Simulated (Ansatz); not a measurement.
Base system: InN in the wurtzite structure (space group P6_3mc, No. 186; a = 3.547 Å, c = 5.723 Å). Axes: x lies along a and z along c of the hexagonal cell.

Calculations: Ansatz (a quantum-chemistry and plane-wave program) r2SCAN, scalar-relativistic without spin-orbit coupling.

The change: every lattice vector is shortened by 0.93 %, atoms relaxed at fixed cell.

Q: Predict the stress tensor and what it implies for the stiffness.

A: Stress of the strained cell less that of the base (GPa, compression positive):
```
   4.22    0.00    0.00
   0.00    4.22    0.00
   0.00    0.00    4.10
```

Then B = −ΔP/(ΔV/V₀) with ΔV/V₀ = -0.0276 gives secant stiffness values (nonlinear terms included at this strain): B (at held cell shape, above the free-shape value) ≈ 151 GPa.

As a check, the harmonic strain energy −½ V₀ Δσ:ε is 5.7 meV/atom; the computed energy rise is 5.5 meV/atom.

Stability against distortions was not tested.
